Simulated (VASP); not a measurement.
# GdN (Fm-3m) in VASP: a series of runs

Runs on GdN. Level: PBE+U. Tasks: single point.

Everything below comes from runs of VASP 6.6.1. Logs are shortened: lines on timing, memory, paths and dates and some standing lists are left out, and cuts for length are marked.

### 1 The crystal as given

The structure is cubic, space group Fm-3m (No. 225). Conventional cell: a = 5.120 Å, b = 5.120 Å, c = 5.120 Å, α = 90.00°, β = 90.00°, γ = 90.00°. Gd (site symmetry m-3m) has 6 N at 2.56 Å as nearest neighbours. Around N (site symmetry m-3m) lie 6 Gd at 2.56 Å.

The cell comes from a database or a generator and needn't be the stable form of this composition.

### 2 Single point, PBE+U, collinear spin, ferromagnetic start

INCAR

```
PREC     = Accurate       # precision mode
ENCUT    = 520            # plane-wave cutoff, eV
EDIFF    = 1E-6           # SCF threshold, eV
ISMEAR   = -1             # smearing method
SIGMA    = 0.05           # smearing width, eV
LREAL    = F              # projectors in reciprocal space
LASPH    = T              # aspherical terms in the spheres
NELM     = 120            # most SCF steps
ALGO     = Normal         # electronic algorithm
ISIF     = 2              # what is computed and relaxed
LWAVE    = F              # write WAVECAR
LCHARG   = F              # write CHGCAR
ISPIN    = 2              # spin polarisation
MAGMOM   = 7 7 0 0        # initial moments
LORBIT   = 11             # projections on sites
LMAXMIX  = 6              # l up to which the mixer works
LDAU     = T              # DFT+U
LDAUTYPE = 2            
LDAUL    = 3 -1           # shell
LDAUU    = 6 0            # U, eV
LDAUJ    = 0 0          
LDAUPRINT= 1            
GGA      = PE             # functional
```

KPOINTS

```
regular mesh
0
Gamma
  7 7 7
```

POSCAR

```
GdN
1.0
    2.5600000000      2.5600000000      5.1200000000
    5.1200000000      2.5600000000      2.5600000000
    2.5600000000      5.1200000000      2.5600000000
Gd N
2 2
Direct
    0.0000000000      0.0000000000      0.0000000000
    0.5000000000      0.5000000000      0.5000000000
    0.2500000000      0.2500000000      0.2500000000
    0.7500000000      0.7500000000      0.7500000000
```

Potentials or basis: VASP PAW PBE potentials, release 64 (Gd, N).

Started as:

```sh
$ cat potpaw_PBE.64/Gd/POTCAR potpaw_PBE.64/N/POTCAR > POTCAR
$ mpirun -np 1 vasp_std > vasp.out
```

OUTCAR:

```text
PREC = Accurate
   ENCUT = 520
   EDIFF = 1E-6
   ISMEAR = -1
   LREAL = F
   LASPH = T
   NELM = 120
   ISIF = 2
   ISPIN = 2
   LORBIT = 11
   GGA = PE

 ion  position               nearest neighbor table
   1  0.000  0.000  0.000-   4 2.56   4 2.56   4 2.56   3 2.56   3 2.56   3 2.56
   2  0.500  0.500  0.500-   3 2.56   3 2.56   3 2.56   4 2.56   4 2.56   4 2.56
   3  0.250  0.250  0.250-   1 2.56   1 2.56   1 2.56   2 2.56   2 2.56   2 2.56
   4  0.750  0.750  0.750-   2 2.56   2 2.56   2 2.56   1 2.56   1 2.56   1 2.56

  LATTYP: Found a trigonal (rhomboedric) cell.
 ALAT       =     6.2706937415
 COS(alpha) =     0.8333333333

  Lattice vectors:

 A1 = (   2.5600000000,   2.5600000000,   5.1200000000)
 A2 = (   5.1200000000,   2.5600000000,   2.5600000000)
 A3 = (   2.5600000000,   5.1200000000,   2.5600000000)

Analysis of symmetry for initial positions (statically):
=====================================================================
 Subroutine PRICEL returns following result:

  LATTYP: Found a face centered cubic cell.
 ALAT       =     5.1200000000
[... 12 lines left out ...]
 Subroutine GETGRP returns: Found 12 space group operations
 (whereof 12 operations were pure point group operations)
 out of a pool of 12 trial point group operations.

The static configuration has the point symmetry D_3d.

Analysis of symmetry for dynamics (positions and initial velocities):
=====================================================================
 Subroutine PRICEL returns following result:

  LATTYP: Found a face centered cubic cell.
 ALAT       =     5.1200000000
[... 12 lines left out ...]
 Subroutine GETGRP returns: Found 12 space group operations
 (whereof 12 operations were pure point group operations)
 out of a pool of 12 trial point group operations.

The dynamic configuration has the point symmetry D_3d.

Analysis of structural, dynamic, and magnetic symmetry:
=====================================================================
 Subroutine PRICEL returns following result:

  LATTYP: Found a face centered cubic cell.
 ALAT       =     5.1200000000
[... 12 lines left out ...]
 Subroutine GETGRP returns: Found 12 space group operations
[... 222 lines left out ...]
  o =  0.9927  v =  0.4564  0.0003  0.3536 -0.5774  0.3536 -0.0000 -0.4564  0.0000  0.0000  0.0000  0.0000  0.0000  0.0000  0.0000      0.0000  0.0000  0.0000  0.0000  0.0000  0.0000  0.0000  0.0000  0.0000  0.0000  0.0000  0.0000  0.0000  0.0000
  o =  0.9927  v =  0.5837 -0.0000  0.4473  0.0606 -0.4093  0.0089  0.5366  0.0000  0.0000  0.0000  0.0000  0.0000  0.0000  0.0000      0.0000  0.0000  0.0000  0.0000  0.0000  0.0000  0.0000  0.0000  0.0000  0.0000  0.0000  0.0000  0.0000  0.0000
  o =  0.9927  v = -0.2755  0.0000 -0.2235 -0.8142 -0.2872  0.0007  0.3588  0.0000  0.0000  0.0000  0.0000  0.0000  0.0000  0.0000      0.0000  0.0000  0.0000  0.0000  0.0000  0.0000  0.0000  0.0000  0.0000  0.0000  0.0000  0.0000  0.0000  0.0000

 number of electron      46.0000002 magnetization      14.0000312

 Free energy of the ion-electron system (eV)
  ---------------------------------------------------
  ext. energy  EPLUGINS =         0.00000000
  ---------------------------------------------------
  free energy    TOTEN  =       -45.50002279 eV

  energy without entropy =      -45.49877708  energy(sigma->0) =      -45.49939993

 E-fermi :   3.3375     XC(G=0): -11.1678

 val. band max:        3.3085956825   @ k =   0.1429   0.1429   0.1429
 cond. band min:       3.5069032616   @ k =   0.0000   0.0000   0.0000
 fundamental gap:      0.1983075792
 Fermi energy:         3.3375096745

 spin component 1

 k-point     1 :       0.0000    0.0000    0.0000
  band No.  band energies     occupation
      1     -40.6640      1.00000
      2     -40.6013      1.00000
      3     -18.5509      1.00000
      4     -17.7744      1.00000
      5     -17.7744      1.00000
      6     -17.7012      1.00000
[... 1769 lines left out ...]
     33       8.8272      0.00000
     34       9.1743      0.00000

 [... further k-points ...]

------------------------ aborting loop because EDIFF is reached ----------------------------------------

  FORCE on cell =-STRESS in cart. coord.  units (eV):
  Direction    XX          YY          ZZ          XY          YZ          ZX
  --------------------------------------------------------------------------------------
  -------------------------------------------------------------------------------------
  Total       -3.6451363     -3.6451363     -3.6451363     -0.0065908     -0.0065908     -0.0065908
  in kB      -87.0250874    -87.0250874    -87.0250874     -0.1573506     -0.1573506     -0.1573506
  external PRESSURE =     -87.0250874 kB  Pullay stress =       0.0000000 kB

 VOLUME and BASIS-vectors are now :
 -----------------------------------------------------------------------------
  energy-cutoff  :      520.00
  volume of cell :       67.11
      direct lattice vectors                 reciprocal lattice vectors
     2.560000000  2.560000000  5.120000000    -0.097656250 -0.097656250  0.292968750
     5.120000000  2.560000000  2.560000000     0.292968750 -0.097656250 -0.097656250
     2.560000000  5.120000000  2.560000000    -0.097656250  0.292968750 -0.097656250

 POSITION                                       TOTAL-FORCE (eV/Angst)
 -----------------------------------------------------------------------------------
      0.00000      0.00000      0.00000         0.000000      0.000000      0.000000
      5.12000      5.12000      5.12000        -0.000000     -0.000000     -0.000000
      2.56000      2.56000      2.56000        -0.000000     -0.000000     -0.000000
      7.68000      7.68000      7.68000         0.000000     -0.000000      0.000000
 -----------------------------------------------------------------------------------
    total drift:                               -0.000000     -0.000000      0.000000

  FREE ENERGIE OF THE ION-ELECTRON SYSTEM (eV)
  ---------------------------------------------------
  free  energy   TOTEN  =       -45.5000227912 eV

  energy  without entropy=      -45.4987770754  energy(sigma->0) =      -45.49939993

 total charge

# of ion       s       p       d       f       tot
--------------------------------------------------
    1        2.031   5.654   0.498   6.969  15.152
    2        2.031   5.654   0.498   6.969  15.152
    3        1.245   2.351   0.000   0.000   3.596
    4        1.245   2.351   0.000   0.000   3.596
--------------------------------------------------
tot          6.552  16.010   0.995  13.939  37.496

 magnetization (x)

# of ion       s       p       d       f       tot
--------------------------------------------------
    1       -0.006  -0.087   0.067   6.899   6.873
    2       -0.006  -0.087   0.067   6.899   6.873
    3       -0.008  -0.102   0.000   0.000  -0.110
    4       -0.008  -0.102   0.000   0.000  -0.110
--------------------------------------------------
tot         -0.029  -0.379   0.135  13.798  13.525
```

stdout:

```text
POSCAR found type information on POSCAR GdN
 POSCAR found :  2 types and       4 ions
 scaLAPACK will be used
 LDA part: xc-table for (Slater+PW92), standard interpolation
 POSCAR, INCAR and KPOINTS ok, starting setup
 FFT: planning ... GRIDC
 FFT: planning ... GRID_SOFT
 FFT: planning ... GRID
 WAVECAR not read
 entering main loop
```

Run time: 9.9 min. Hardware: 1 thread of Intel Xeon 6975P-C (Granite Rapids), shared host; peak memory 0.53 GiB.

What came out:

- Free energy: -45.5000 eV
- Pressure: -8.7 GPa
- Band gap on the k mesh: none (metal or under the smearing width)
- Net moment: 14.00 μB per cell
- Site moments: Gd +6.87; N -0.11 μB
- Valence electrons inside the program's atomic spheres: Gd 15.15; N 3.60

Eigenvalues of the final occupation matrices:
```tsv
site	spin	trace	eigenvalues
site 1 f	1	6.94	0.99 0.99 0.99 0.99 0.99 0.99 0.99
site 1 f	2	0.04	0.00 0.00 0.00 0.00 0.01 0.01 0.01
site 2 f	1	6.94	0.99 0.99 0.99 0.99 0.99 0.99 0.99
site 2 f	2	0.04	0.00 0.00 0.00 0.00 0.01 0.01 0.01
```

Caveat: spin-orbit coupling is left out, which moves the levels of the heavy elements. The state reached can hang on the start; a lower one may exist.

### 3 Single point, PBE+U, collinear spin, antiferromagnetic start

Changes to INCAR since step 2:

```diff
@@ -13,3 +13,3 @@
 ISPIN    = 2              # spin polarisation
-MAGMOM   = 7 7 0 0        # initial moments
+MAGMOM   = 7 -7 0 0       # initial moments
 LORBIT   = 11             # projections on sites
```

KPOINTS is that of step 2.

POSCAR is that of step 2.

Potentials or basis: VASP PAW PBE potentials, release 64 (Gd, N).

Started as:

```sh
$ cat potpaw_PBE.64/Gd/POTCAR potpaw_PBE.64/N/POTCAR > POTCAR
$ mpirun -np 1 vasp_std > vasp.out
```

Run time: 9 min. Hardware: 1 thread of Intel Xeon 6975P-C (Granite Rapids), shared host; peak memory 0.51 GiB.

Results (log left out):

```
Free energy                                           : -45.4911 eV
Pressure                                              : -8.6 GPa
Band gap on the k mesh                                : 0.30 eV
Net moment                                            : 0.00 μB per cell
Site moments                                          : Gd +6.87, -6.87; N +0.00 μB
Valence electrons inside the program's atomic spheres : Gd 15.15; N 3.60
```

Levels at points of the mesh, in eV from the valence-band top:
Spin up:
| k point | band 20 | band 21 | band 22 | band 23 | band 24 | band 25 | band 26 | band 27 |
| --- | --- | --- | --- | --- | --- | --- | --- | --- |
| (0.00, 0.00, 0.00) | -2.04 | -0.01 | 0.00 | 0.00 | 2.95 | 2.95 | 2.96 | 3.06 |
Spin down:
```csv
k point,band 19,band 20,band 21,band 22,band 23,band 24,band 25,band 26,band 27
"(0.00, 0.00, 0.00)",-2.04,-2.04,-0.01,0.00,0.00,2.95,2.95,2.96,3.06
```

Eigenvalues of the final occupation matrices:
| site | spin | trace | eigenvalues |
| --- | --- | --- | --- |
| site 1 f | 1 | 6.94 | 0.99 0.99 0.99 0.99 0.99 0.99 0.99 |
| site 1 f | 2 | 0.04 | 0.00 0.00 0.00 0.00 0.01 0.01 0.01 |
| site 2 f | 1 | 0.04 | 0.00 0.00 0.00 0.00 0.01 0.01 0.01 |
| site 2 f | 2 | 6.94 | 0.99 0.99 0.99 0.99 0.99 0.99 0.99 |

Caveat: spin-orbit coupling is left out, which moves the levels of the heavy elements; an odd mesh through Γ misses points on the zone boundary, where band edges often lie.
